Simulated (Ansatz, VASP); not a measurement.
TiN in VASP and in Ansatz

Contents of INCAR:

```
SYSTEM = TiN
PREC = Accurate ; ENCUT = 520
EDIFF = 1E-8 ; ISMEAR = -1
SIGMA = 0.05 ; LREAL = .FALSE.
LASPH = .TRUE. ; NELM = 80
ALGO = Normal ; ISIF = 2
LWAVE = .FALSE. ; LCHARG = .FALSE.
GGA = PE ; LEFG = .TRUE.
NBANDS = 16
```

File KPOINTS:

```
Automatic mesh
0
G
  4 4 4
  0 0 0
```

The input POSCAR:

```
TiN
1.0
    0.0000000000      2.1220000000      2.1220000000
    2.1220000000      0.0000000000      2.1220000000
    2.1220000000      2.1220000000      0.0000000000
Ti N
1 1
Direct
    0.0000000000      0.0000000000      0.0000000000
    0.5000000000      0.5000000000      0.5000000000
```

Input for Ansatz:

```yaml
crystal:
  lattice:
    - [0.0, 2.122, 2.122]
    - [2.122, 0.0, 2.122]
    - [2.122, 2.122, 0.0]
  atoms:
    - { symbol: Ti, position: [0.0, 0.0, 0.0] }
    - { symbol: "N", position: [0.5, 0.5, 0.5] }
kpoints:
  mp_grid: { grid: [4, 4, 4] }
scf:
  occupations: { method: fermi_dirac, width: 0.05 }
hamiltonian:
  xc: pbe
  pseudopotentials: { kind: paw }
output:
  forces: true
  stress: true
  eigenvalues: true
  efg: { contact_densities: true }
```

Alike in both runs: task electric field gradients; functional PBE; k mesh 4 × 4 × 4; occupations fermi-dirac, width 0.05 eV; no spin polarisation.

|  | VASP | Ansatz |
| --- | --- | --- |
| version | VASP 6.6.1 | Ansatz 0.2.0 |
| potentials or method | VASP PAW PBE potentials, release 64 (Ti_sv, N) | PAW with Ansatz's default frozen-core files, scalar-relativistic |
| plane-wave cutoff (eV) | 520 | 420 |
| valence electrons in the cell | 17 | 17 |

VASP gave:

* pressure (GPa): 1.7
* Vzz of the field gradient on the site that differs most (V/Å²): 0.0

Task: What did Ansatz give for the same quantities?

Result: Pressure (GPa): 1.2; Vzz of the field gradient on the site that differs most (V/Å²): 0.0.

The functional is the same, so the differences come from potentials, cutoffs and numerics.

Caveats: the k mesh is coarse (spacing up to 0.64 Å⁻¹), so the values aren't converged.
